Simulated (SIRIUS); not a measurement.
**MnO under changes of volume**

One of the cells (9.734 Å³/atom); the others are scaled copies at fixed shape and fractional positions:

```
CELL_PARAMETERS angstrom
2.69009 0.00000 0.00000
0.00000 2.69009 0.00000
0.00000 0.00000 2.69009
ATOMIC_POSITIONS crystal
Mn 0.00000 0.00000 0.00000
O 0.50000 0.50000 0.50000
```

Measurements of this composition are mostly on another form, of space group No. 225.

- Program: SIRIUS 7.12.0
- Functional: PBE
- Potentials or basis: all-electron FP-LAPW
- Cutoff: 276 eV
- Basis: apw+lo standard
- k mesh: 10 × 10 × 10
- Occupations: fermi-dirac, width 0.05 eV
- Spin: collinear spin, ferromagnetic start
- Starting moments: [4.0, 0.0] μB

| volume (Å³/atom) | energy over the lowest point (meV/atom) | moment (μB per cell) |
| --- | --- | --- |
| 8.970 | ? | ? |
| 9.161 | 25.39 | 3.66 |
| 9.352 | 21.95 | 3.88 |
| 9.734 | 10.22 | 4.32 |
| 9.924 | 5.77 | 4.53 |
| 10.115 | 0.00 | 4.73 |

**Question.** What does the run at 8.970 Å³/atom give?

**Answer.** Energy over the lowest point 32.83 meV/atom; moment 3.61 μB per cell.

Worked out: A Birch-Murnaghan fit of order 3 (a polynomial in V^(-2/3)) to the other rows has no minimum within the range. It gives 26.92 meV/atom at 8.970 Å³/atom, against the run's 32.83. A straight line through the other rows of the moment, of slope 1.13 μB per Å³/atom, extrapolates to 3.45 μB, against the run's 3.61. The fit is too stiff a form for this range.

Energies are extrapolated to zero smearing.

Caveats: a cell with one magnetic atom can't hold antiferromagnetic order, which such compounds often take.
